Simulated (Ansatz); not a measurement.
## Pd: band structure with RPBE+D3(BJ)

Crystal: Pd.

```
Pd
1.0
    -1.57228    1.57228    1.57228
     1.57228   -1.57228    1.57228
     1.57228    1.57228   -1.57228
Pd
1
Cartesian
  0.0000 0.0000 0.0000
```

This isn't the form of Pd at room conditions, which is fcc.

```
Program             : Ansatz 0.2.0
Task                : band structure
Functional          : RPBE
Dispersion          : D3(BJ)
Potentials or basis : all-electron LAPW, relativistic spinors
Cutoff              : 273 eV (chosen from the basis error)
Basis error allowed : 0.001 eV/atom
k mesh              : 9 × 9 × 9
Occupations         : methfessel-paxton, width 0.1 eV
Spin                : spin-orbit coupling, no magnetisation
```

The pressure is -36.4 GPa. The band gap along the path is none (metal or under the smearing width).

Levels at the corners of the path, in eV from the Fermi level:
```tsv
point	band 25	band 26	band 27	band 28	band 29	band 30	band 31	band 32
Γ	-2.54	-2.54	-0.87	-0.87	-0.87	-0.87	19.08	19.08
H	0.08	0.08	0.42	0.42	8.59	8.59	9.34	9.34
N	-0.66	-0.66	0.56	0.56	1.51	1.51	7.57	7.57
Γ	-2.54	-2.54	-0.87	-0.87	-0.87	-0.87	19.08	19.08
P	-0.63	-0.63	-0.63	-0.63	8.59	8.59	9.04	9.04
H	0.08	0.08	0.42	0.42	8.59	8.59	9.34	9.34
```

It took 59 s on 1 thread of Intel(R) Xeon(R) Processor @ 2.70GHz (shared host), peak memory 0.45 GiB.

Caveat: the k mesh is thin for a metal, which can move the energy by tens of meV per atom; a pressure of tens of GPa on the cell as given is suspect, and the run, the potentials or the cell itself is likely at fault; pairwise dispersion overbinds metals, which lowers pressure and volume.
